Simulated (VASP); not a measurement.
A run of VASP 6.6.1:

The input INCAR:

```
SYSTEM = MoSe2
ALGO = Fast
EDIFF = 1E-6
ENCUT = 450
GGA = PE
ISIF = 2
ISMEAR = 0
KPAR = 4
LASPH = .TRUE.
LCHARG = .FALSE.
LMAXMIX = 4
LREAL = .FALSE.
LWAVE = .FALSE.
NBANDS = 35
NELM = 120
PREC = Accurate
SIGMA = 0.02
```

The input KPOINTS:

```
k-points
0
G
  12 12 4
  0 0 0
```

The input POSCAR:

```
MoSe2                                   
1.0
    3.2784556598      0.0000000000      0.0000000000
   -1.6392278299      2.8392258566      0.0000000000
    0.0000000000      0.0000000000     12.7295169218
  Mo              Se            
     2     4
Direct
     0.6666666699999979    0.3333333300000021    0.7500000000000000
     0.3333333300000021    0.6666666699999979    0.2500000000000000
     0.3333333300000021    0.6666666699999979    0.8816382259161557
     0.6666666699999979    0.3333333300000021    0.3816382259161557
     0.3333333300000021    0.6666666699999979    0.6183617740838443
     0.6666666699999979    0.3333333300000021    0.1183617740838443
```

Contents of KPOINTS_OPT:

```
path GMKGALHA,LM,KH
15
line-mode
reciprocal
 0.0000000000  0.0000000000  0.0000000000  G
 0.5000000000  0.0000000000  0.0000000000  M

 0.5000000000  0.0000000000  0.0000000000  M
 0.3333333333  0.3333333333  0.0000000000  K

 0.3333333333  0.3333333333  0.0000000000  K
 0.0000000000  0.0000000000  0.0000000000  G

 0.0000000000  0.0000000000  0.0000000000  G
 0.0000000000  0.0000000000  0.5000000000  A

 0.0000000000  0.0000000000  0.5000000000  A
 0.5000000000  0.0000000000  0.5000000000  L

 0.5000000000  0.0000000000  0.5000000000  L
 0.3333333333  0.3333333333  0.5000000000  H

 0.3333333333  0.3333333333  0.5000000000  H
 0.0000000000  0.0000000000  0.5000000000  A

 0.5000000000  0.0000000000  0.5000000000  L
 0.5000000000  0.0000000000  0.0000000000  M

 0.3333333333  0.3333333333  0.0000000000  K
 0.3333333333  0.3333333333  0.5000000000  H
```

Potentials or basis: VASP PAW PBE potentials, release 64 (Mo_sv, Se).

Command:

```bash
$ cat potpaw_PBE.64/Mo_sv/POTCAR potpaw_PBE.64/Se/POTCAR > POTCAR
$ mpirun -np 4 vasp_std > vasp.out
```

Hardware: 4 MPI ranks on Intel(R) Xeon(R) Platinum 8259CL CPU @ 2.50GHz (Skylake/Cascade Lake) (shared host).

Q: How long does it take, and how much memory?

A: Run time: 2.3 min on 4 MPI ranks on Intel(R) Xeon(R) Platinum 8259CL CPU @ 2.50GHz (Skylake/Cascade Lake), with other jobs on the host, peak memory 0.4 GiB a rank. Counts: scf iterations 41, k points 57.
